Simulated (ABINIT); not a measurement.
# InPd in ABINIT: the effect of target pressure

InPd:

```xyz
2
Lattice="3.2719 0.0000 0.0000 0.0000 3.2719 0.0000 0.0000 0.0000 3.2719" Properties=species:S:1:pos:R:3 pbc="T T T"
In    0.0000    0.0000    0.0000
Pd    1.6359    1.6359    1.6359
```

The cell comes from a database or a generator and needn't be the stable form of this composition.

Alike in all runs:

| Property | Result |
| --- | --- |
| Program | ABINIT 10.8.3 (patched build) |
| Task | relaxation of cell and atoms |
| Functional | PBE |
| Potentials or basis | JTH PAW PBE v2.0 |
| Cutoff | 599 eV |
| k mesh | 8 × 8 × 8 |
| Occupations | fermi-dirac, width 0.05 eV |
| Spin | no spin polarisation |

Each run relaxes the cell or the atoms first.

```tsv
target pressure	relaxed volume (Å³/atom)
0 GPa	18.04
5 GPa	?
10 GPa	16.79
20 GPa	15.93
30 GPa	15.27
```

Q: What does the run with target pressure 5 GPa give?

A: Relaxed volume 17.33 Å³/atom.

Worked out: In Murnaghan's law V^(-B') rises as a straight line in P. The other rows fit best with B' = 4.9, V0 = 18.04 Å³/atom and B0 = 116 GPa, which gives 17.35 Å³/atom at 5 GPa, against the run's 17.33.
